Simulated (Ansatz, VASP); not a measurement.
Two plane-wave programs on MoS2

```
CELL_PARAMETERS angstrom
3.18427 0.00000 0.00000
-1.59213 2.75766 0.00000
0.00000 0.00000 12.99040
ATOMIC_POSITIONS crystal
Mo 0.66667 0.33333 0.25000
Mo 0.33333 0.66667 0.75000
S 0.66667 0.33333 0.63047
S 0.33333 0.66667 0.36953
S 0.66667 0.33333 0.86953
S 0.33333 0.66667 0.13047
```

Alike in both runs: functional r2SCAN; k mesh 12 × 12 × 2; occupations gaussian, width 0.02 eV; no spin polarisation.

Ansatz relaxed the structure, and its values are those at the end. VASP's run is a single point on that final structure, the one shown.

|  | VASP | Ansatz |
| --- | --- | --- |
| version | VASP 6.6.1 | Ansatz 0.2.0 |
| potentials or method | VASP PAW PBE potentials, release 64 (Mo_sv, S) | scalar-relativistic, plane waves, PAW |
| plane-wave cutoff (eV) | 520 | 500 |
| valence electrons in the cell | 52 | 52 |

|  | VASP | Ansatz | Ansatz less VASP |
| --- | --- | --- | --- |
| gap on the k mesh at the Fermi level (eV) | 1.18 | 1.16 | -0.018 |
| least direct gap on the mesh (eV) | 1.73 | 1.72 | -0.007 |
| pressure (GPa) | 0.1 | 0.0 | -0.05 |

Caveats: the PAW data sets were made with another functional, which shifts forces and pressure a little (VASP). A k mesh can miss the band edges. r2SCAN opens gaps a little over a GGA but as a rule still falls short of measured ones.
